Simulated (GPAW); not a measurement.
Two runs for the S K edge of atom 3 in CdS (Greenockite, P6_3mc). Run A: GPAW, PBE, full core hole (charged cell), 12-atom cell with 7.2 Å between holes, 3×3×3 k points, dipole transitions, Gaussian full width 0.9 eV up to 4 eV, rising linearly to 3.5 eV at 25 eV. Run B differs in one choice.

Energy from the lowest empty level; intensity scaled to a mean of 1 over the first 20 eV:

```tsv
E (eV)	A	B
-2.0	0.00	0.00
-1.5	0.00	0.00
-1.0	0.00	0.00
-0.5	0.00	0.00
0.0	0.00	0.01
0.5	0.02	0.08
1.0	0.18	0.29
1.5	0.44	0.60
2.0	1.01	1.29
2.5	2.06	1.85
3.0	2.06	1.58
3.5	1.46	1.25
4.0	1.71	1.08
4.5	1.92	1.53
5.0	1.40	1.89
5.5	1.42	1.48
6.0	1.72	1.38
6.5	1.65	1.75
7.0	1.18	1.62
7.5	0.77	1.17
8.0	0.68	0.89
8.5	0.75	0.80
9.0	0.77	0.73
9.5	0.67	0.62
10.0	0.56	0.51
10.5	0.54	0.46
11.0	0.57	0.52
11.5	0.66	0.63
12.0	0.81	0.77
12.5	1.02	0.94
13.0	1.22	1.12
13.5	1.30	1.25
14.0	1.28	1.30
14.5	1.19	1.25
15.0	1.11	1.16
15.5	1.04	1.07
16.0	0.97	1.01
16.5	0.90	0.97
17.0	0.85	0.93
17.5	0.80	0.89
18.0	0.76	0.82
18.5	0.72	0.75
19.0	0.69	0.68
19.5	0.68	0.64
20.0	0.70	0.63
20.5	0.75	0.66
21.0	0.82	0.74
21.5	0.90	0.84
22.0	0.98	0.94
22.5	1.05	1.04
23.0	1.12	1.11
23.5	1.17	1.16
24.0	1.21	1.20
24.5	1.24	1.22
25.0	1.25	1.22
25.5	1.25	1.21
26.0	1.22	1.18
26.5	1.19	1.15
27.0	1.15	1.11
27.5	1.11	1.08
28.0	1.08	1.06
28.5	1.07	1.05
29.0	1.07	1.06
29.5	1.09	1.08
30.0	1.10	1.10
30.5	1.11	1.12
31.0	1.10	1.13
31.5	1.08	1.12
32.0	1.05	1.09
```

The database entry behind the starting cell differs from later determinations by our own check (about 0.35 % long), so it need not match the best structure at ambient conditions.

What was changed?
a) the broadening
b) the size of the supercell
c) the volume of the cell
d) the plane-wave cutoff

(b): run B changes the supercell atoms from 12 to 4, and the k mesh follows the cell. Against the first run the r.m.s. difference is 18 %. Another feature, at 4.9 eV (1.90), becomes the highest below 16 eV; the one at 2.7 eV (2.23) is now at 2.6 eV (1.86). Other settings could leave a like mark; this is the one that was changed.

[Banner, clock and machine lines of the logs are left out without a mark of their own.]

[Logs are printed without paths, hosts, clocks, repeated set-up lines and the standing remarks that a program may print on its own settings, such as how far it seeks lower states.]

[Hosts, paths, dates, database ids (printed as entryN), source tags and the programs' standing remarks are cut or masked in the printed files.]

[Lists of maxima count a maximum above −3 eV only where it reaches 4 % of the highest in the window and stands out from its surroundings by 2 % of it (1.5 % where it reaches 55 %); shoulders and weaker maxima are passed over, and of the rest the first, up to two pre-edge ones and the few strongest are named.]
